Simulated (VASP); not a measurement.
**Results of a VASP single-point calculation on AlN (strained wurtzite)**

POSCAR

```
Al N
 1.0000000000000000
     3.1066937589000001   -0.0776673440000000    0.0000000000000000
    -1.6206087724000000    2.7293093889000000    0.0000000000000000
     0.0000000000000000    0.0000000000000000    4.9785915513000001
 Al  N
   2   2
Cartesian
 -0.0369067480091548  1.7936567778210792 -0.0165122868467313
  1.5229917345091553  0.8579852670789202  2.4727834888032687
 -0.0199010154827172  1.7948914703541266  1.8834841185842313
  1.5059860019827176  0.8567505745458729  4.3727798942342311
```

```json
{
  "gap between bands v and c": "5.57 eV",
  "least direct gap": "5.57 eV"
}
```

Band v is the last that the valence electrons fill when counted band by band, and c is the next. Levels in eV from the top of v:

```json
{"point": "Γ", "v−1": "-0.05", "v": "0.00", "c": "5.57", "c+1": "8.08"}
{"point": "M", "v−1": "-1.78", "v": "-1.02", "c": "6.81", "c+1": "6.97"}
{"point": "K", "v−1": "-2.64", "v": "-2.54", "c": "6.35", "c+1": "9.91"}
{"point": "A", "v−1": "-0.39", "v": "-0.39", "c": "7.94", "c+1": "7.94"}
{"point": "L", "v−1": "-1.48", "v": "-1.48", "c": "6.58", "c+1": "6.58"}
{"point": "H", "v−1": "-0.88", "v": "-0.88", "c": "8.91", "c+1": "8.91"}
```

**Question.** Which of these levels of theory gave these results?
A. PBE0
B. LDA
C. PBEsol
D. r²SCAN
E. HSE06
F. PBE with spin–orbit coupling
G. PBE

**Answer.** E.

The INCAR was:

```
AEXX = 0.25
NBANDS = 16
LHFCALC = .TRUE.
LWAVE = .FALSE.
EDIFF = 1E-7
ISMEAR = 0
ISIF = 2
ALGO = Normal
NSW = 0
IBRION = -1
GGA = PE
LCHARG = .FALSE.
LREAL = .FALSE.
ISTART = 1
LASPH = .TRUE.
ENCUT = 520
PREC = Accurate
HFSCREEN = 0.2079
PRECFOCK = Fast
NELM = 120
SIGMA = 0.01
```
